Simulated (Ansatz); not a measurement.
# Cd: phonons and Grüneisen parameters, part 1 of 2

How does the lattice vibrate, and how do the modes shift with volume? Displacements sample a 2×2×2 mesh. Runs: cell and atoms relaxed (PAW); reference run (PAW); volume scaled by 0.970 (PAW); volume scaled by 1.030 (PAW); mode Grüneisen parameters (PAW).

Computed with Ansatz 0.2.0 (DFT PBEsol, frozen-core PAW, scalar-relativistic unless said, unless a step's input says otherwise).

3 further runs of the same task are left out: 3 that didn't finish. Runs told in other sessions of the task aren't counted.

### 1 The structure to begin with

It takes space group P6_3/mmc (No. 194, hexagonal). The conventional cell has a = 2.979 Å, b = 2.979 Å, c = 5.618 Å, α = 90.00°, β = 90.00°, γ = 120.00°. Cd (site symmetry -6m2) is surrounded by 12 Cd at 2.98 to 3.29 Å.

Coordinates:

```
CELL_PARAMETERS angstrom
2.97887 0.00000 0.00000
-1.48944 2.57978 0.00000
0.00000 0.00000 5.61765
ATOMIC_POSITIONS crystal
Cd 0.33333 0.66667 0.25000
Cd 0.66667 0.33333 0.75000
```

Cartesian axes are those of the input's lattice vectors. The structure goes back to a database entry.

### 2 Cell and atoms relaxed, PAW

input.yaml

```yaml
crystal:
  lattice:
    - [2.97887000001, 0.0, 0.0]
    - [-1.48943500001, 2.57977709458, 0.0]
    - [0.0, 0.0, 5.61765]
  atoms:
    - { symbol: Cd, position: [0.333333333333, 0.666666666667, 0.25] }
    - { symbol: Cd, position: [0.666666666667, 0.333333333333, 0.75] }
kpoints:
  mp_grid: { grid: [14, 14, 8] }
scf:
  occupations: { method: fermi_dirac, width: 0.08 }
hamiltonian:
  xc: pbesol
  pseudopotentials: { kind: paw }
relax:
  f_tol: 0.002
  max_steps: 80
  cell: {}
output:
  forces: true
  stress: true
```

The run is started by

```sh
$ ansatz run input.yaml --threads 1 --pin off --max-ram 3072MiB --backend cpu --events-out ev --progress --plain --runs-dir out
```

Output:

```text
Engine: ansatz 0.2.0
Pseudopotentials: kind: paw
Pseudopotential: Cd, paw, valence charge 20, recommended cutoff 420 eV (normal), Cd.paw.azcp
Functional definition: PBEsol
  exchange = pbesol_x
  correlation = pbesol_c
Crystal: 2 atoms, lattice volume = 43.171 Å³
Basis set: ecut = 420 eV, 835 PW (Γ), exchange–correlation on 40×40×80 points (8 copies of the dense FFT grid, shifted against one another)
Bands: 24, of which v1, the nominal top of the filled ones, is band 20 counted from 1 (19 counted from 0)
Symmetry: 24 space group operations
Space group: P63/mmc (ITA 194), of the structure as read, at distance tolerance 3.5e-5 Å
k-points: 120 of 1568
Non-local potential: Cd, projectors of the file, l = 0: 3, l = 1: 2, l = 2: 2, l = 3: 1
PAW form: soft (Blöchl's): semilocal exchange-correlation on the pseudo side does not see the compensation charge
PAW frozen core: Cd, regenerated for the run's functional, and the local potential with it (the file was generated under x = pbe(κ = 0.804, μ = 0.2195149727645171), c = pbe(β = 0.06672455060314922))
PAW one-centre angular grid: Cd, 590 points (default); XC on 64 Gauss nodes
Initial density: superposition of atomic densities (neutral atoms: chi_scale 0, normalization atom), corrected by the library's trained network
Initial wavefunctions: pseudopotential atomic-orbital guess
Functional: x = pbesol(κ = 0.804, μ = 0.12345679012345678), c = pbesol(β = 0.046)
SCF iter   1: F=—  HF=-16368.116462 eV  |F-HF|=—  |Δ(HF+E_count)|=         —  Δρ=5.89e-3  dr2=1.31e-2  ethr=1.77e-3  ⟨swp⟩=5.7  Hψ=11080  notcnv=0
preconditioner: auto → Kerker (q_TF=auto, 2.694 Å⁻¹)  [metal: Δε(μ)=0.046 eV  Ē_g=13.132 eV  σ=0.080 eV  W_gap=0.14  n_scr=22 (ndim 8)  ℏωp=27.7 eV  f_vac=0.000  D(μ)=0.66/eV (n_scr^D=2)]
SCF iter   2: F=—  HF=-16368.112954 eV  |F-HF|=—  |Δ(HF+E_count)|=   3.51e-3  Δρ=1.77e-3  dr2=1.53e-3  ethr=3.27e-5  ⟨swp⟩=2.5  Hψ=5578  notcnv=0
SCF iter   3: F=—  HF=-16368.112449 eV  |F-HF|=—  |Δ(HF+E_count)|=   5.05e-4  Δρ=6.30e-4  dr2=1.55e-4  ethr=3.84e-6  ⟨swp⟩=2.0  Hψ=3968  notcnv=0
SCF iter   4: F=—  HF=-16368.112406 eV  |F-HF|=—  |Δ(HF+E_count)|=   4.36e-5  Δρ=1.30e-4  dr2=6.26e-6  ethr=3.88e-7  ⟨swp⟩=2.2  Hψ=4320  notcnv=0
SCF iter   5: F=—  HF=-16368.112411 eV  |F-HF|=—  |Δ(HF+E_count)|=   5.93e-6  Δρ=2.81e-5  dr2=3.76e-7  ethr=1.56e-8  ⟨swp⟩=2.2  Hψ=4331  notcnv=0
SCF iter   6: F=-16368.112411 eV  HF=-16368.112411 eV  |F-HF|=9.71e-10  |Δ(HF+E_count)|=   3.75e-8  Δρ=4.21e-6  dr2=7.51e-9  ethr=2.50e-10  ⟨swp⟩=4.0  Hψ=9507  notcnv=0
SCF 1 converged in 6 iterations: F = -16368.112411 eV  dr2 = 7.51e-9
relax step   1: F+E_penalty+E_count = -16368.11241144 eV  Δ(F+E_penalty+E_count) = +0.000e0 eV  max|allowed force component| = 1.342e-16 eV/Å  Δτ_max = 0.0000 Å  P = -1.426 GPa  Ω = 43.171 Å³  (6 SCF iters, dr2 threshold 1.00e-7 eV, accepted)
Crystal: 2 atoms, lattice volume = 41.666 Å³
Basis set: ecut = 420 eV, 799 PW (Γ), exchange–correlation on 40×40×80 points (8 copies of the dense FFT grid, shifted against one another)
Initial density: handed on by an earlier stage of this run
Initial wavefunctions: those handed on with the density
iter 1 solved again at ethr=3.93e-6 eV; its pass at ethr=3.10e-3 eV (dr2=1.57e-3 eV) is discarded
SCF iter   1: F=—  HF=-16368.121487 eV  |F-HF|=—  |Δ(HF+E_count)|=         —  Δρ=1.87e-3  dr2=1.67e-3  ethr=3.93e-6  ⟨swp⟩=1.1  Hψ=14258  notcnv=0
preconditioner: auto → Kerker (q_TF=auto, 2.710 Å⁻¹)  [metal: Δε(μ)=0.113 eV  Ē_g=13.377 eV  σ=0.080 eV  W_gap=0.33  n_scr=22 (ndim 8)  ℏωp=28.2 eV  f_vac=0.000  D(μ)=0.54/eV (n_scr^D=2)]
SCF iter   2: F=—  HF=-16368.121055 eV  |F-HF|=—  |Δ(HF+E_count)|=   4.32e-4  Δρ=8.24e-4  dr2=3.84e-4  ethr=3.93e-6  ⟨swp⟩=2.6  Hψ=4229  notcnv=0
SCF iter   3: F=—  HF=-16368.120931 eV  |F-HF|=—  |Δ(HF+E_count)|=   1.24e-4  Δρ=3.05e-4  dr2=4.24e-5  ethr=9.59e-7  ⟨swp⟩=2.3  Hψ=3876  notcnv=0
SCF iter   4: F=—  HF=-16368.120923 eV  |F-HF|=—  |Δ(HF+E_count)|=   8.25e-6  Δρ=7.71e-5  dr2=1.75e-6  ethr=1.06e-7  ⟨swp⟩=2.0  Hψ=3987  notcnv=0
SCF iter   5: F=-16368.120922 eV  HF=-16368.120922 eV  |F-HF|=2.41e-8  |Δ(HF+E_count)|=   7.13e-8  Δρ=1.55e-5  dr2=9.32e-8  ethr=5.00e-10  ⟨swp⟩=4.0  Hψ=9637  notcnv=0
SCF 2 converged in 5 iterations: F = -16368.120922 eV  dr2 = 9.32e-8
relax step   2: F+E_penalty+E_count = -16368.12092245 eV  Δ(F+E_penalty+E_count) = -8.511e-3 eV  max|allowed force component| = 5.089e-17 eV/Å  Δτ_max = 0.0000 Å  P = +0.391 GPa  Ω = 41.666 Å³  energy of the carried Pulay correction = +3.828e-4 eV  (5 SCF iters, dr2 threshold 2.00e-7 eV, accepted)
Crystal: 2 atoms, lattice volume = 41.566 Å³
iter 1 solved again at ethr=3.37e-7 eV; its pass at ethr=3.10e-3 eV (dr2=1.35e-4 eV) is discarded
SCF iter   1: F=—  HF=-16368.123485 eV  |F-HF|=—  |Δ(HF+E_count)|=         —  Δρ=4.64e-4  dr2=1.17e-4  ethr=3.37e-7  ⟨swp⟩=2.0  Hψ=16291  notcnv=0
preconditioner: auto → Kerker (q_TF=auto, 2.711 Å⁻¹)  [metal: Δε(μ)=0.079 eV  Ē_g=13.396 eV  σ=0.080 eV  W_gap=0.23  n_scr=22 (ndim 8)  ℏωp=28.2 eV  f_vac=0.000  D(μ)=0.50/eV (n_scr^D=2)]
SCF iter   2: F=—  HF=-16368.123485 eV  |F-HF|=—  |Δ(HF+E_count)|=   5.37e-7  Δρ=3.33e-4  dr2=6.34e-5  ethr=2.94e-7  ⟨swp⟩=1.0  Hψ=2880  notcnv=0
SCF iter   3: F=—  HF=-16368.123471 eV  |F-HF|=—  |Δ(HF+E_count)|=   1.38e-5  Δρ=7.61e-5  dr2=3.77e-6  ethr=1.59e-7  ⟨swp⟩=1.5  Hψ=2963  notcnv=0
SCF iter   4: F=-16368.123470 eV  HF=-16368.123470 eV  |F-HF|=2.11e-9  |Δ(HF+E_count)|=   8.75e-7  Δρ=5.61e-6  dr2=7.23e-9  ethr=5.00e-10  ⟨swp⟩=2.6  Hψ=10318  notcnv=0
SCF 3 converged in 4 iterations: F = -16368.123470 eV  dr2 = 7.23e-9
relax step   3: F+E_penalty+E_count = -16368.12347006 eV  Δ(F+E_penalty+E_count) = -2.548e-3 eV  max|allowed force component| = 6.014e-17 eV/Å  Δτ_max = 0.0000 Å  P = +0.321 GPa  Ω = 41.566 Å³  energy of the carried Pulay correction = +4.008e-4 eV  (4 SCF iters, dr2 threshold 2.00e-7 eV, accepted)
Crystal: 2 atoms, lattice volume = 41.541 Å³
Basis set: ecut = 420 eV, 785 PW (Γ), exchange–correlation on 40×40×80 points (8 copies of the dense FFT grid, shifted against one another)
iter 1 solved again at ethr=7.24e-7 eV; its pass at ethr=3.10e-3 eV (dr2=2.90e-4 eV) is discarded
SCF iter   1: F=—  HF=-16368.125305 eV  |F-HF|=—  |Δ(HF+E_count)|=         —  Δρ=7.21e-4  dr2=2.54e-4  ethr=7.24e-7  ⟨swp⟩=2.1  Hψ=16343  notcnv=0
preconditioner: auto → Kerker (q_TF=auto, 2.711 Å⁻¹)  [metal: Δε(μ)=0.019 eV  Ē_g=13.383 eV  σ=0.080 eV  W_gap=0.06  n_scr=22 (ndim 8)  ℏωp=28.2 eV  f_vac=0.000  D(μ)=0.46/eV (n_scr^D=2)]
SCF iter   2: F=—  HF=-16368.125281 eV  |F-HF|=—  |Δ(HF+E_count)|=   2.42e-5  Δρ=4.99e-4  dr2=1.31e-4  ethr=6.36e-7  ⟨swp⟩=1.0  Hψ=2880  notcnv=0
SCF iter   3: F=—  HF=-16368.125261 eV  |F-HF|=—  |Δ(HF+E_count)|=   1.98e-5  Δρ=9.50e-5  dr2=5.40e-6  ethr=3.28e-7  ⟨swp⟩=1.4  Hψ=2951  notcnv=0
SCF iter   4: F=-16368.125260 eV  HF=-16368.125260 eV  |F-HF|=9.55e-8  |Δ(HF+E_count)|=   1.28e-6  Δρ=2.20e-5  dr2=1.64e-7  ethr=5.00e-10  ⟨swp⟩=3.0  Hψ=11574  notcnv=0
SCF 4 converged in 4 iterations: F = -16368.125260 eV  dr2 = 1.64e-7
relax step   4: F+E_penalty+E_count = -16368.12525954 eV  Δ(F+E_penalty+E_count) = -1.789e-3 eV  max|allowed force component| = 7.401e-17 eV/Å  Δτ_max = 0.0000 Å  P = +0.073 GPa  Ω = 41.541 Å³  energy of the carried Pulay correction = +3.935e-4 eV  (4 SCF iters, dr2 threshold 2.00e-7 eV, accepted)
Crystal: 2 atoms, lattice volume = 41.590 Å³
iter 1 solved again at ethr=2.96e-9 eV; its pass at ethr=3.10e-3 eV (dr2=1.18e-6 eV) is discarded
SCF iter   1: F=—  HF=-16368.125254 eV  |F-HF|=—  |Δ(HF+E_count)|=         —  Δρ=6.89e-5  dr2=2.05e-6  ethr=2.96e-9  ⟨swp⟩=3.1  Hψ=15177  notcnv=0
preconditioner: auto → Kerker (q_TF=auto, 2.711 Å⁻¹)  [metal: Δε(μ)=0.020 eV  Ē_g=13.374 eV  σ=0.080 eV  W_gap=0.06  n_scr=22 (ndim 8)  ℏωp=28.2 eV  f_vac=0.000  D(μ)=0.46/eV (n_scr^D=2)]
SCF iter   2: F=—  HF=-16368.125260 eV  |F-HF|=—  |Δ(HF+E_count)|=   5.45e-6  Δρ=3.12e-5  dr2=5.02e-7  ethr=2.96e-9  ⟨swp⟩=2.0  Hψ=4090  notcnv=0
SCF iter   3: F=—  HF=-16368.125260 eV  |F-HF|=—  |Δ(HF+E_count)|=   1.41e-7  Δρ=1.15e-5  dr2=6.40e-8  ethr=1.25e-9  ⟨swp⟩=2.6  Hψ=4249  notcnv=0
SCF iter   4: F=-16368.125260 eV  HF=-16368.125260 eV  |F-HF|=1.38e-9  |Δ(HF+E_count)|=   1.22e-8  Δρ=2.65e-6  dr2=2.81e-9  ethr=4.98e-11  ⟨swp⟩=4.0  Hψ=9596  notcnv=0
SCF 5 converged in 4 iterations: F = -16368.125260 eV  dr2 = 2.81e-9
relax step   5: F+E_penalty+E_count = -16368.12525964 eV  Δ(F+E_penalty+E_count) = -1.048e-7 eV  max|allowed force component| = 6.476e-17 eV/Å  Δτ_max = 0.0000 Å  P = -0.006 GPa  Ω = 41.590 Å³  energy of the carried Pulay correction = +3.800e-4 eV  (4 SCF iters, dr2 threshold 1.99e-8 eV, accepted)
Basis set: ecut = 420 eV, 785 PW (Γ), exchange–correlation on 48×48×72 points (8 copies of the dense FFT grid, shifted against one another)
Initial wavefunctions: pseudopotential atomic-orbital guess (no wavefunctions were taken with the density)
iter 1 solved again at ethr=2.50e-9 eV; its pass at ethr=3.10e-3 eV (dr2=1.00e-6 eV) is discarded
SCF iter   1: F=—  HF=-16368.124859 eV  |F-HF|=—  |Δ(HF+E_count)|=         —  Δρ=1.01e-4  dr2=6.71e-7  ethr=2.50e-9  ⟨swp⟩=3.6  Hψ=19004  notcnv=0
preconditioner: auto → Kerker (q_TF=auto, 2.711 Å⁻¹)  [metal: Δε(μ)=0.020 eV  Ē_g=13.373 eV  σ=0.080 eV  W_gap=0.06  n_scr=22 (ndim 8)  ℏωp=28.2 eV  f_vac=0.000  D(μ)=0.46/eV (n_scr^D=2)]
SCF iter   2: F=—  HF=-16368.124864 eV  |F-HF|=—  |Δ(HF+E_count)|=   4.85e-6  Δρ=5.12e-5  dr2=1.87e-7  ethr=1.68e-9  ⟨swp⟩=2.2  Hψ=4516  notcnv=0
SCF iter   3: F=—  HF=-16368.124864 eV  |F-HF|=—  |Δ(HF+E_count)|=   1.33e-7  Δρ=1.06e-5  dr2=9.73e-9  ethr=4.69e-10  ⟨swp⟩=2.6  Hψ=5113  notcnv=0
SCF iter   4: F=—  HF=-16368.124864 eV  |F-HF|=—  |Δ(HF+E_count)|=   4.65e-9  Δρ=9.40e-7  dr2=1.30e-10  ethr=2.43e-11  ⟨swp⟩=2.0  Hψ=4220  notcnv=0
SCF iter   5: F=-16368.124864 eV  HF=-16368.124864 eV  |F-HF|=1.82e-12  |Δ(HF+E_count)|=  1.26e-10  Δρ=9.67e-8  dr2=2.58e-12  ethr=1.00e-12  ⟨swp⟩=5.0  Hψ=11675  notcnv=0
SCF 6 converged in 5 iterations: F = -16368.124864 eV  dr2 = 2.58e-12
relax step   6: F+E_penalty+E_count = -16368.12486373 eV  Δ(F+E_penalty+E_count) = +3.959e-4 eV  max|allowed force component| = 6.014e-17 eV/Å  Δτ_max = 0.0000 Å  P = -0.006 GPa  Ω = 41.590 Å³  stress off target by 1.17e-2 GPa  SCF on the basis re-selected at this cell (its energy is not comparable with the rows above)  (5 SCF iters)
basis re-selected at this cell: Δ(F+E_penalty+E_count) = +3.959e-4 eV, ΔP = -0.000 GPa vs the last step (what re-selecting the basis moved, of the pressure what is left beyond the Pulay correction that the steps carried, after the strain that the cell walked since its last selection, with what the two solves' SCF thresholds leave and, on support functions, any second-order correction that the steps lacked; it is no measure of the basis error at this ecutwfc). The dense FFT grid was sized anew with the basis: this SCF ran on 24×24×36 points, the steps before it on 20×20×40, so part of this shift can come from that change (see relax.cell in the input reference). This SCF's stress stands 1.17e-2 GPa from its target on what of the cell is left free (relax.cell.stress_tol is 5.00e-2 GPa) and its largest allowed force component is 6.01e-17 eV/Å (relax.f_tol is 2.00e-3 eV/Å): within both
SCF converged after 5 iterations
Free energy (F): -16368.124864 eV
Harris-Foulkes:  -16368.124864 eV  (|F-HF|=1.82e-12)
Internal energy: -16368.114857 eV  (E = F + TS)
E sigma→0 (E₀):  -16368.119861 eV
Entropy (-TS):   -0.010006 eV (-5.003 meV/atom)
Fermi energy:    15.252984 eV
--- Per-component energies (eV) ---
  E_band       = -766.781324
  E_kinetic    = 1009.964074
  E_local      = -5732.612080  (includes V_loc(G=0)·N_el)
  E_nonlocal   = 70.325783
  E_hartree    = 2702.097442
  E_xc         = -352.095551
  E_vxc        = -443.666743  (∫ρ·V_xc dr)
  E_paw        = -8024.966212  (= ΣΔE_a)
  E_vpaw       = -1074.987317  (= ΣTr[D̂ρ^β])
  E_aug_tail   = 0.000026  (compensation charges beyond the density's cutoff)
  E_ewald      = -6041.512257
  E_core_change = 0.683919  (= ΣΔE_core)
  E_smearing   = -0.010006  (= −TS)
  E_closure    = 0.000000  (closes the sum)
  Σ components = -16368.124864   (vs F -16368.124864, Δ=0.00e0)
--- Forces (eV/Å), atoms counted from 1 ---
  atom   1  Cd    -0.00000000     0.00000000     0.00000000
  atom   2  Cd     0.00000000    -0.00000000     0.00000000
  max |Σ_I F_I| component: 5.55e-17 eV/Å
--- Stress (GPa, compression-positive) ---
       -0.003658      -0.000000       0.000000
       -0.000000      -0.003658       0.000000
        0.000000       0.000000      -0.011750
  P = ⅓ Tr σ = -0.0064 GPa (-0.064 kbar)
--- Relaxed structure (5 steps of the walk, 5 accepted, 1 SCFs on fresh bases) ---
  F+E_penalty+E_count = -16368.12486373 eV   max|allowed force component| = 6.014e-17 eV/Å   (the final SCF, on the basis selected at the relaxed cell)
  cell:  # Å, volume = 41.5901 Å³
    - [2.9924453964061195, 2.89998550054961e-12, 0.0]
    - [-1.496222698205571, 2.5915337327240446, 0.0]
    - [0.0, 0.0, 5.362982451525965]
  atoms:
    - { symbol: Cd, position: [0.3333333333333333, 0.6666666666666667, 0.25] }
    - { symbol: Cd, position: [0.6666666666666667, 0.3333333333333334, 0.75] }
```

It took 27 s on 1 thread of Arm Neoverse V1, shared host; peak memory 0.37 GiB.

The steps of the relaxation:

```tsv
step	energy from step 1 (eV/cell)	largest force component (eV/Å)	pressure (GPa)	volume (Å³)
1	0.0000	0.0000	-1.43	43.17
2	-0.0085	0.0000	0.39	41.67
3	-0.0111	0.0000	0.32	41.57
4	-0.0128	0.0000	0.07	41.54
5	-0.0128	0.0000	-0.01	41.59
6	-0.0125	0.0000	-0.01	41.59
```

Step 1 is the start. Step 6 repeats the geometry before on a plane-wave basis chosen anew for that cell, so the energy can jump there without any move; the table keeps such jumps.

| input's cell | before | after | change |
| --- | --- | --- | --- |
| a (Å) | 2.979 | 2.992 | +0.5 % |
| b (Å) | 2.979 | 2.992 | +0.5 % |
| c (Å) | 5.618 | 5.363 | -4.5 % |
| volume (Å³/atom) | 21.59 | 20.80 | -3.7 % |

(Continued in part 2 of 2.)
